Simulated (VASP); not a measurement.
# PbSe: G0W0 on PBE, by tags set and frequency points

PbSe, Fm-3m (no. 225), 2 atoms in the cell. PBE, GW; PAW potentials Pb_d_GW, Se_GW (PBE set).

| Tags set | Frequency points | Quasiparticle gap on the mesh (eV) | Gap of the starting point on the mesh (eV) | Quasiparticle gap at the zone centre (eV) | Starting gap at the zone centre (eV) | Correction of the gap between the band edges on the mesh (eV) | Time (s) |
|---|---|---|---|---|---|---|---|
| NOMEGA = 48, OMEGAMAX left out | 48 | 1.23 | 0.29 | 7.66 | 6.59 | 0.95 | 66 |
| NOMEGA = 48, OMEGAMAX = 30 | 48 | 0.70 | 0.29 | 6.74 | 6.59 | 0.41 | 67 |
| NOMEGA = 96, OMEGAMAX left out | 96 | 0.82 | 0.29 | 6.96 | 6.59 | 0.54 | 68 |
| NOMEGA = 96, OMEGAMAX = 30 | 96 | 0.62 | 0.29 | 6.63 | 6.59 | 0.33 | 73 |
| NOMEGA = 96, OMEGAMAX = 20 | 96 | 0.60 | 0.29 | 6.61 | 6.59 | 0.31 | 69 |
| NOMEGA = 96, OMEGAMAX = 60 | 96 | 0.69 | 0.29 | 6.73 | 6.59 | 0.40 | 69 |
| NOMEGA = 200, OMEGAMAX left out | 200 | 0.67 | 0.29 | 6.70 | 6.59 | 0.38 | 71 |
| NOMEGA = 200, OMEGAMAX = 30 | 200 | 0.58 | 0.29 | 6.58 | 6.59 | 0.29 | 71 |

Limits: spin-orbit coupling is left out, which can change the gap by several tenths of an eV or more with Pb; the mesh is coarse: the screening isn't converged, and the gap may still move by about 0.1 eV.

## Input of the first row

INCAR.step1:
```
PREC     = Accurate       # precision mode
ENCUT    = 300            # plane-wave cutoff, eV
ISMEAR   = 0              # smearing method
SIGMA    = 0.05           # smearing width, eV
LASPH    = True           # aspherical terms in the spheres
LREAL    = False          # projectors in reciprocal space
GGA      = PE             # functional
ALGO     = Normal         # electronic algorithm
EDIFF    = 1E-8           # SCF threshold, eV
NELM     = 150            # most SCF steps
LWAVE    = True           # write WAVECAR
LCHARG   = False          # write CHGCAR
KPAR     = 4             
```

INCAR.step2, as INCAR.step1 but for:
```
- ALGO = Normal
- NELM = 150
+ ALGO = Exact
+ NELM = 1
+ ISTART = 1
+ NBANDS = 200
+ LOPTICS = True
```

INCAR.step3, as INCAR.step2 but for:
```
- ALGO = Exact
- NELM = 1
- EDIFF = 1E-8
- LWAVE = True
- LOPTICS = True
+ ALGO = EVGW0
+ NBANDSGW = 15
+ ENCUTGW = 130
+ NOMEGA = 48
+ PRECFOCK = Fast
+ LWAVE = False
+ NELMGW = 1
```

KPOINTS:
```
k-points
0
Gamma
  4 4 4
```

POSCAR:
```
PbSe
1.0
    0.0000000000      3.0606500000      3.0606500000
    3.0606500000      0.0000000000      3.0606500000
    3.0606500000      3.0606500000      0.0000000000
Pb Se
1 1
Direct
    0.0000000000      0.0000000000      0.0000000000
    0.5000000000      0.5000000000      0.5000000000
```

Commands (each step's output is kept before the next begins):
```
cat potpaw_PBE.64/Pb_d_GW/POTCAR potpaw_PBE.64/Se_GW/POTCAR > POTCAR
cp INCAR.step1 INCAR
mpirun -np 4 vasp_std > vasp.out
cp INCAR.step2 INCAR
mpirun -np 4 vasp_std > vasp.out
cp INCAR.step3 INCAR
mpirun -np 4 vasp_std > vasp.out
```

Changes of the last row against the first:
```
(step 3)
- NOMEGA = 48
+ NOMEGA = 200
+ OMEGAMAX = 30
```

VASP 6.6.1 took 66 s on 4 cores (Intel Xeon Platinum 8375C @ 2.90GHz (Ice Lake)), a shared host.
